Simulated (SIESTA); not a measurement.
Runs of SIESTA 5.4.2 on GaAs. It takes space group F-43m (No. 216, cubic). Conventional cell: a = 5.654 Å, b = 5.654 Å, c = 5.654 Å, α = 90.00°, β = 90.00°, γ = 90.00°. As (site symmetry -43m) has 4 Ga at 2.45 Å as nearest neighbours. Ga (site symmetry -43m) is surrounded by 4 As at 2.45 Å. 

```csv
task,level,potentials or basis,cell,k mesh,optimiser,force tolerance,stress tolerance (GPa),grid cutoff,gap on the mesh (eV),pressure (GPa),relaxed volume (Å³/atom)
relaxation of cell and atoms,PBE,"PseudoDojo 0.4 standard (PBE files), DZP (energy shift 0.002 Ry; radii capped at 9.5 bohr)",relaxed,6 × 6 × 6,Broyden,0.01 eV/Å,0.05,1200 Ry,none,0.0,24.39
relaxation of cell and atoms,PBEsol,"PseudoDojo 0.4 standard (PBEsol files), DZP (energy shift 0.002 Ry; radii capped at 9.5 bohr)",relaxed,8 × 8 × 8,-,0.01 eV/Å,-,800 Ry,0.23,0.0,23.30
relaxation of cell and atoms,LDA,"PseudoDojo 0.4 standard (LDA files), DZP (energy shift 0.002 Ry; radii capped at 9.5 bohr)",relaxed,6 × 6 × 6,Broyden,0.01 eV/Å,0.05,1200 Ry,0.31,0.0,22.59
band structure,PBE,"PseudoDojo 0.4 standard (PBE files), DZP (energy shift 0.002 Ry; radii capped at 9.5 bohr)",as given,8 × 8 × 8,-,-,-,800 Ry,0.56,(b),-
band structure,vdW-DF-cx,"PseudoDojo 0.4 standard (PBE files), DZP (energy shift 0.002 Ry; radii capped at 9.5 bohr)",as given,8 × 8 × 8,-,-,-,800 Ry,(a),3.6,-
```

Alike in all rows: no spin polarisation; smearing fermi-dirac 0.05 eV; energy shift 0.002 Ry.

Fill in the values left out.

(a) 0.48; (b) 5.4.

Caveats: semicore shells carry a single zeta, which can move pressures by several GPa and volumes by a few percent; the basis of atomic orbitals isn't converged, which shifts pressures, moduli and gaps; the potentials were made for another functional, which shifts forces and pressure (some runs).

A k mesh can miss the band edges, and the runs leave out spin-orbit coupling on As, Ga.

A gap of «none» marks a metal or a gap under the smearing width.

Not every run made on this cell is shown here.
